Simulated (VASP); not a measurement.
# 2H-WS2 monolayer under biaxial strain, part 2 of 7

How do the gap and the band positions of 2H-WS2 monolayer follow biaxial strain?

VASP 6.6.1, plane waves and PAW; the level of theory is named at each step.

So far, gap on the k-mesh (eV): step 2 (relaxing the monolayer) 1.94.

**4. Potential and states of the slab**

Level of this step: PBE with D3(BJ), no spin polarisation; plane waves and PAW (W, S) (VASP).

A static run writes the electrostatic potential without exchange and correlation (LVHAR), which is flat in the vacuum and gives the level to count from. The dipole correction cancels the field that unlike faces would set up across the vacuum.

Input file INCAR:

```
SYSTEM = WS2
PREC = Normal
ENCUT = 350
EDIFF = 1E-06
NELM = 120
ISMEAR = 0
SIGMA = 0.03
LREAL = .FALSE.
ALGO = Fast
GGA = PE
IVDW = 12
NBANDS = 15
LASPH = .TRUE.
LORBIT = 11
LWAVE = .FALSE.
LCHARG = .TRUE.
IDIPOL = 3
LDIPOL = .TRUE.
DIPOL = 0.5 0.5 0.5
LVHAR = .TRUE.
LVACPOTAV = .TRUE.
NEDOS = 1500
LELF = .TRUE.
```

Input file POSCAR:

```
WS2
1.0
    3.1525819104      0.0000000000      0.0000000000
   -1.5762909552      2.7302160219      0.0000000000
    0.0000000000      0.0000000000     22.0000000000
W S
1 2
Direct
    0.3333333333      0.6666666667      0.5000000000
    0.6666666667      0.3333333333      0.4283955868
    0.6666666667      0.3333333333      0.5716044132
```

Input file KPOINTS:

```
Automatic mesh
0
Gamma
12 12 1
0 0 0
```

Input file KPOINTS_OPT:

```
Line mode
14
Line-mode
Reciprocal
  0.00000000   0.00000000   0.00000000 GAMMA
  0.50000000   0.00000000   0.00000000 M

  0.50000000   0.00000000   0.00000000 M
  0.33333333   0.33333333   0.00000000 K

  0.33333333   0.33333333   0.00000000 K
  0.00000000   0.00000000   0.00000000 GAMMA
```

The projector-augmented-wave data sets are W and S (PBE family, release 64).

On the command line:

```console
> mpirun -np 4 vasp_std
```

Output:

```text
[banner, memory and clock lines left out]
running    4 mpi-ranks, on    1 nodes
 distrk:  each k-point on    4 cores,    1 groups
 distr:  one band on    1 cores,    4 groups

 POSCAR found type information on POSCAR W S
 POSCAR found :  2 types and       3 ions
 LDA part: xc-table for (Slater+PW92), standard interpolation
|                                                                             |
|           W    W    AA    RRRRR   N    N  II  N    N   GGGG   !!!           |
|           W    W   A  A   R    R  NN   N  II  NN   N  G    G  !!!           |
|           W    W  A    A  R    R  N N  N  II  N N  N  G       !!!           |
|           W WW W  AAAAAA  RRRRR   N  N N  II  N  N N  G  GGG   !            |
|           WW  WW  A    A  R   R   N   NN  II  N   NN  G    G                |
|           W    W  A    A  R    R  N    N  II  N    N   GGGG   !!!           |
|                                                                             |
|     The number of bands has been changed from the values supplied in        |
|     The orbitals not found in the WAVECAR file will be initialized with     |
|     random numbers, which is usually adequate. For correlated               |
|     calculations, however, you should redo the groundstate calculation.     |
|     I found NBANDS = 15. Now, NBANDS = 16.                                  |
|                                                                             |

 POSCAR, INCAR and KPOINTS ok, starting setup
 FFT: planning ... GRIDC
 FFT: planning ... GRID_SOFT
 FFT: planning ... GRID
 WAVECAR not read
 entering main loop
       N       E                     dE             d eps       ncg     rms          rms(c)
DAV:   1     0.108291156522E+03    0.10829E+03   -0.51680E+03   608   0.614E+02
DAV:   2    -0.127072261976E+02   -0.12100E+03   -0.11151E+03   912   0.154E+02
DAV:   3    -0.249232425152E+02   -0.12216E+02   -0.12092E+02   872   0.583E+01
DAV:   4    -0.251399582535E+02   -0.21672E+00   -0.21622E+00   760   0.943E+00
DAV:   5    -0.251453340745E+02   -0.53758E-02   -0.53750E-02   912   0.138E+00    0.286E+01
RMM:   6    -0.238901294943E+02    0.12552E+01   -0.27033E+00   679   0.832E+00    0.116E+01
RMM:   7    -0.237147226059E+02    0.17541E+00   -0.79814E-01   696   0.536E+00    0.694E+00
RMM:   8    -0.237210872379E+02   -0.63646E-02   -0.39515E-01   748   0.357E+00    0.171E+00
RMM:   9    -0.237101507161E+02    0.10937E-01   -0.55497E-02   720   0.212E+00    0.124E+00
RMM:  10    -0.237091685790E+02    0.98214E-03   -0.15029E-02   739   0.697E-01    0.106E+00
RMM:  11    -0.237091688979E+02   -0.31897E-06   -0.27981E-03   753   0.336E-01    0.469E-01
RMM:  12    -0.237091829384E+02   -0.14040E-04   -0.72875E-04   779   0.158E-01    0.376E-01
RMM:  13    -0.237091745599E+02    0.83785E-05   -0.21691E-04   747   0.875E-02    0.132E-01
RMM:  14    -0.237093084130E+02   -0.13385E-03   -0.84399E-05   720   0.587E-02    0.385E-02
RMM:  15    -0.237095313851E+02   -0.22297E-03   -0.75939E-05   800   0.425E-02    0.823E-02
RMM:  16    -0.237095445107E+02   -0.13126E-04   -0.93298E-06   766   0.180E-02    0.749E-02
RMM:  17    -0.237096240781E+02   -0.79567E-04   -0.68854E-06   702   0.128E-02    0.432E-02
RMM:  18    -0.237096773889E+02   -0.53311E-04   -0.51844E-06   703   0.105E-02    0.211E-02
RMM:  19    -0.237096932434E+02   -0.15854E-04   -0.77097E-07   554   0.566E-03    0.368E-03
RMM:  20    -0.237097070057E+02   -0.13762E-04   -0.14458E-06   617   0.583E-03    0.137E-03
RMM:  21    -0.237097084411E+02   -0.14354E-05   -0.21691E-07   478   0.360E-03    0.469E-03
RMM:  22    -0.237097089951E+02   -0.55398E-06   -0.30558E-08   335   0.140E-03
|                                                                             |
|           W    W    AA    RRRRR   N    N  II  N    N   GGGG   !!!           |
|           W    W   A  A   R    R  NN   N  II  NN   N  G    G  !!!           |
|           W    W  A    A  R    R  N N  N  II  N N  N  G       !!!           |
|           W WW W  AAAAAA  RRRRR   N  N N  II  N  N N  G  GGG   !            |
|           WW  WW  A    A  R   R   N   NN  II  N   NN  G    G                |
|           W    W  A    A  R    R  N    N  II  N    N   GGGG   !!!           |
|                                                                             |
|     Did not find any points to average over, which means that no vacuum     |
|     field-free region was found. Please increase the size of  your cell     |
|     in the dimension of the dipole correction to obtain accurate            |
|     workfunction values.                                                    |
|                                                                             |

   1 F= -.24644627E+02 E0= -.24644627E+02  d E =-.849177E-12
 Start KPOINTS_OPT (optional k-point list driver)
k-point batch [1-19\42]
       N       E                     dE             ncg
DAV:   1    -0.241237639991E+03   -0.65182E+04      608
DAV:   2    -0.244031452270E+04   -0.21991E+04      904
DAV:   3    -0.266228256884E+04   -0.22197E+03      856
DAV:   4    -0.266607036222E+04   -0.37878E+01      760
DAV:   5    -0.266615028046E+04   -0.79918E-01      880
DAV:   6    -0.266615257627E+04   -0.22958E-02      832
DAV:   7    -0.266615268700E+04   -0.11073E-03      904
DAV:   8    -0.266615269318E+04   -0.61791E-05      760
DAV:   9    -0.266615269349E+04   -0.31298E-06      688
[...]
k-point batch [39-42\42]
       N       E                     dE             ncg
DAV:   1     0.710900420370E+04   -0.20689E+03      128
DAV:   2     0.673021811340E+04   -0.37879E+03      168
DAV:   3     0.668304403091E+04   -0.47174E+02      192
DAV:   4     0.668181821236E+04   -0.12258E+01      144
DAV:   5     0.668178583341E+04   -0.32379E-01      200
DAV:   6     0.668178555654E+04   -0.27687E-03      176
DAV:   7     0.668178554822E+04   -0.83197E-05      208
DAV:   8     0.668178554813E+04   -0.90359E-07      144
```

It took 10 s on 4 MPI ranks of Intel Xeon Platinum 8488C (Sapphire Rapids), shared host; peak memory 0.54 GiB; 38 s of CPU time.

OUTCAR, selected parts (step 4):

```text
The static configuration has the point symmetry D_3h.

 Found     19 irreducible k-points:

   k-points           NKPTS =     19   k-points in BZ     NKDIM =     19   number of bands    NBANDS=     16

   NELECT =      18.0000    total number of electrons

 E-fermi :  -2.3181

 k-point     1 :       0.0000    0.0000    0.0000
  band No.  band energies     occupation
    ...
      5      -5.2631      2.00000
      6      -4.6577      2.00000
      7      -4.0040      2.00000
      8      -4.0040      2.00000
      9      -2.6175      2.00000
     10       0.5101      0.00000
     11       0.5101      0.00000
     12       0.6383      0.00000
     13       0.6383      0.00000
     14       2.5867      0.00000
    ...

 k-point     2 :       0.0833    0.0000    0.0000
  band No.  band energies     occupation
    ...
      5      -5.1466      2.00000
      6      -5.0215      2.00000
      7      -4.1905      2.00000
      8      -3.8514      2.00000
      9      -2.6650      2.00000
     10       0.3364      0.00000
     11       0.4050      0.00000
     12       0.5327      0.00000
     13       0.7254      0.00000
     14       2.8325      0.00000
    ...

 Edisp (eV)   -0.93492

  Total      -0.00149    -0.00149    -0.04604     0.00000    -0.00000     0.00000
  in kB      -0.01265    -0.01265    -0.38952     0.00000    -0.00000     0.00000
  external pressure =       -0.14 kB  Pullay stress =        0.00 kB

 POSITION                                       TOTAL-FORCE (eV/Angst)
 -----------------------------------------------------------------------------------
     -0.00000      1.82014     11.00000        -0.000000     -0.000000     -0.000000
      1.57629      0.91007      9.42470        -0.000000      0.000000     -0.008745
      1.57629      0.91007     12.57530         0.000000     -0.000000      0.008745
 -----------------------------------------------------------------------------------
    total drift:                                0.000004     -0.000002      0.000000

  FREE ENERGIE OF THE ION-ELECTRON SYSTEM (eV)
  ---------------------------------------------------
  free  energy   TOTEN  =       -24.6446273485 eV

  energy  without entropy=      -24.6446273485  energy(sigma->0) =      -24.64462735

 vacuum level on the upper side and lower side of the slab         3.207         3.207

[... 9 parts as in an earlier step ...]

[... 5 further parts left out ...]
```

This step gave:

- electronic cycles: 22
- Fermi energy: -2.318 eV
- least gap on mesh and path: 1.936 eV
- least direct gap on mesh and path: 1.936 eV
- vacuum levels: 3.207, 3.207 eV
- ionisation potentials of the upper and lower face: 5.657, 5.657 eV
- electron affinities of the upper and lower face: 3.722, 3.722 eV

The electronic bands at the labelled points (eV, zero at the valence-band top; v1 is the highest filled band, c1 the lowest empty one):

```
          point     v4     v3     v2     v1    c1    c2    c3    c4
              Γ  -2.21  -1.55  -1.55  -0.17  2.96  2.96  3.09  3.09
0.54 of the way  -2.76  -1.84  -1.78  -1.04  2.32  2.57  3.33  4.26
              M  -3.40  -2.22  -1.19  -0.97  2.94  3.36  4.10  4.76
0.46 of the way  -3.48  -2.65  -2.22  -0.47  2.68  3.60  3.88  4.79
              K  -3.93  -3.31  -2.46   0.00  1.94  3.27  4.08  5.68
0.46 of the way  -3.58  -2.36  -1.46  -0.89  2.01  2.92  3.11  4.72
              Γ  -2.21  -1.55  -1.55  -0.17  2.96  2.96  3.09  3.09
```

Of the projections kept (W, S), the largest for each band there; the rest of the weight can lie on other orbitals:

```
point      v4      v3      v2      v1      c1      c2      c3      c4
    Γ  S 0.88  W 0.60  W 0.60  W 0.81  W 0.54  W 0.54  S 0.58  S 0.58
    M  W 0.58  S 0.72  S 0.80  W 0.73  W 0.98  W 0.91  W 0.63  W 0.61
    K  S 0.60  S 0.77  S 0.63  W 0.82  W 0.95  W 0.78  W 0.79  W 0.71
    Γ  S 0.88  W 0.60  W 0.60  W 0.81  W 0.54  W 0.54  S 0.58  S 0.58
```

Zero at the Fermi level. The planar average of the electrostatic potential by height:

height (Å), planar average of the electrostatic potential (eV) and a bar from the least value:
```
        0        5.5 ##############################
        1        5.5 ##############################
        2        5.5 ##############################
        3        5.5 ##############################
        4        5.5 ##############################
        5        5.5 ##############################
        6        5.5 ##############################
        7        5.5 ##############################
        8        4.9 #############################
        9       -7.6 ####
       10       -7.7 ####
       11      -10.0 
       12       -7.7 ####
       13       -7.6 ####
       14        4.9 #############################
       15        5.5 ##############################
       16        5.5 ##############################
       17        5.5 ##############################
       18        5.5 ##############################
       19        5.5 ##############################
       20        5.5 ##############################
       21        5.5 ##############################
```

Density of states in the PAW spheres, an atom over height of the layer and energy from the Fermi level.

Values in states/eV, 22 rows by 3 columns, each cell a mean:
```
0.00 0.00 0.00
0.00 0.04 0.00
0.10 0.76 0.10
0.18 1.11 0.18
0.23 1.13 0.23
0.49 0.43 0.49
0.68 0.73 0.68
0.70 1.01 0.70
0.37 0.77 0.37
0.26 0.58 0.26
0.66 1.26 0.66
0.33 0.61 0.33
0.40 0.71 0.40
0.60 1.10 0.60
0.18 0.25 0.18
0.31 0.59 0.31
0.46 1.04 0.46
0.21 0.45 0.21
0.13 0.27 0.13
0.00 0.00 0.00
0.00 0.00 0.00
0.00 0.00 0.00
```
Columns: height of the layer (Å) from 9.4 to 12.6; rows upwards: energy from the Fermi level (eV) from -7.9 to 0.5.

ELF in the ca plane at fractional y = 0.333, with atoms of S within 0.2 Å of it. It is the smooth field of the valence electrons, not physical close to the nuclei.

Ten even steps from '0' (0.00) to '9' (0.94), each cell a mean:
```
00000000000000246898887423688898754100000000
00000000000000368998677523676799975100000000
00000000000003578998357523664599985100000000
00000000000000458998777523687799974000000000
00000000000000145788887422578888642100000000
00000000000000101234543222245432100000000000
00000000000000000001221121122210000000000000
00000000000000211345654222356654210000000000
```
Columns run along c (16.0 Å, from fractional 0.10 to 0.83 of the cell), rows up along a (3.2 Å). Atoms in or near the plane, at fractional coordinates: S at (0.43, 0.67), S at (0.57, 0.67).

Valence density in the ca plane at fractional y = 0.333, with atoms of S within 0.2 Å of it. It is the smooth field of the valence electrons, not physical close to the nuclei.

Ten even steps from '0' (0.0 e/Å³) to '9' (1.1 e/Å³), each cell a mean:
```
00000000000000000247874323478741000000000000
00000000000000001488796323697884100000000000
00000000000000001594187323781595100000000000
00000000000000001388896323698983100000000000
00000000000000000146764323467631000000000000
00000000000000000012222333222210000000000000
00000000000000000001122333221100000000000000
00000000000000000012333333333210000000000000
```
Columns run along c (16.0 Å, from fractional 0.10 to 0.83 of the cell), rows up along a (3.2 Å). Atoms in or near the plane, at fractional coordinates: S at (0.43, 0.67), S at (0.57, 0.67).

The map of layer states is cut here 0.5 eV above the Fermi level, so it leaves out the states above that.

The vacuum level lies 5.66 eV above the highest filled level at the upper face; both faces agree, as the slab has next to no dipole.

The program found no field-free point at its default tolerance, but its printed level agrees with the flat part of the planar average.

(Part 2 of 7 ends here.)

[Lines on the potential files, build, host, timing and source positions are cut from VASP's logs without a mark.]

[Logs are printed without paths, hosts, clocks, repeated set-up lines and the standing remarks that a program may print on its own settings, such as how far it seeks lower states.]

[Hosts, paths, dates, database ids (printed as entryN), source tags and the programs' standing remarks are cut or masked in the printed files.]

[Runs that stopped without an error message from VASP are left out.]
